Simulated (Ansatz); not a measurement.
# BeS

Computed with Ansatz (plane waves, PAW, 420 eV cutoff): PBE, scalar-relativistic, no spin polarisation, Γ-centred 12×12×12 mesh, 0.05 eV Gaussian smearing; PAW files: Ansatz's generated set soft_2.

```
CELL_PARAMETERS angstrom
0.00000 2.43804 2.43804
2.43804 0.00000 2.43804
2.43804 2.43804 0.00000
ATOMIC_POSITIONS crystal
Be 0.00000 0.00000 0.00000
S 0.75000 0.75000 0.75000
```

The chain of runs began from a cell as deposited in COD, expanded in volume. Of that entry: the entry's cell lengths or inner coordinates differ somewhat from later room-temperature determinations.

Cell and atoms are those of this level's equilibrium.

Path: Γ–X–U | K–Γ–L–W–X, with Γ = (0.000, 0.000, 0.000), X = (-0.500, -0.500, 0.000), U = (-0.375, -0.375, 0.250), K = (-0.375, 0.000, 0.375), L = (0.000, 0.000, 0.500), W = (-0.500, -0.250, 0.250) in reciprocal vectors of the calculation's cell.

Is it a metal or an insulator, and if it has a gap, where are the band edges on this path?

An insulator with a gap of 3.15 eV on the path, the valence band topping at Γ and the conduction band bottoming at X; the smallest direct gap is 5.61 eV.

Bands as a text map, energy in eV from the Fermi level (dashes), each leg drawn with the same width:
```
  3.71 |     *    *      *           ***                
  3.43 |  *   ****                                *  ***
  3.14 |   *            *                               
  2.86 |              **                           *    
  2.57 |    *        *                                  
  2.29 |           **                               *   
  2.00 |     *    *                                     
  1.71 |      ****                                   ***
  1.43 |                                                
  1.14 |                                                
  0.86 |                                                
  0.57 |                                                
  0.29 |                                                
  0.00 |------------------------------------------------
 -0.29 |                                                
 -0.57 |                                                
 -0.86 |                                                
 -1.14 |                                                
 -1.43 |                                                
 -1.71 |**                  ******                      
 -2.00 | *                   *    *                     
 -2.29 |  *                *       **                   
 -2.57 |                  *  *   *   ****               
 -2.86 |  **                *            **             
 -3.14 |                 *               *              
 -3.43 |    *           *                  *            
 -3.71 |   * *       ***   *      *       * *           
 -4.00 |      *  ****       *                           
        Γ      X      UK       Γ       L       W       X
```

Formal charges Be²⁺, S²⁻ balance and leave closed shells on every ion, so a band insulator is expected, and the gap is 3.15 eV.

Kohn–Sham gaps of semilocal functionals lie under measured ones, often by a third or more.
